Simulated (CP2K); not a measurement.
The system is HfO2.

```
Hf O
1.0
     3.61685    0.00000    0.00000
     1.80843    3.13229    0.00000
     1.80843    1.04410    2.95315
Hf O
1 2
Direct
  0.00000 0.00000 0.00000
  0.75000 0.75000 0.75000
  0.25000 0.25000 0.25000
```

Measurements of this composition are mostly on another form, of space group No. 14.

Base run:

| Item | Value |
| --- | --- |
| Program | CP2K 2026.2 |
| Functional | PBE |
| Potentials or basis | POTENTIAL_UZH Hf GTH-PBE-q12, O GTH-PBE-q6; DZVP-MOLOPT-PBE-GTH basis |
| Density cutoff | 9524 eV |
| k mesh | 9 × 9 × 9 |
| Occupations | fermi-dirac, width 0.05 eV |
| Spin | no spin polarisation |

Its results: band gap on the k mesh 4.01 eV, indirect (least direct gap 4.12 eV); pressure -7.8 GPa.

Task: The run is repeated on the same cell with these changes: potentials or basis from POTENTIAL_UZH Hf GTH-PBE-q12, O GTH-PBE-q6; DZVP-MOLOPT-PBE-GTH basis to POTENTIAL_UZH Hf GTH-PBE-q12, O GTH-PBE-q6; ccGRB-D basis; basis sets from Hf DZVP-MOLOPT-PBE-GTH-q12, O DZVP-MOLOPT-PBE-GTH-q6 to Hf ccGRB-D-q12, O ccGRB-D-q6. What comes out?

Result: Band gap on the k mesh 3.98 eV, indirect (least direct gap 4.09 eV); pressure -6.9 GPa.

Caveats: spin-orbit coupling is left out, which moves the levels of the heavy elements; the mesh misses the band edges, which the band path finds closer together; the basis of atomic orbitals isn't converged, which shifts pressures, moduli and gaps.
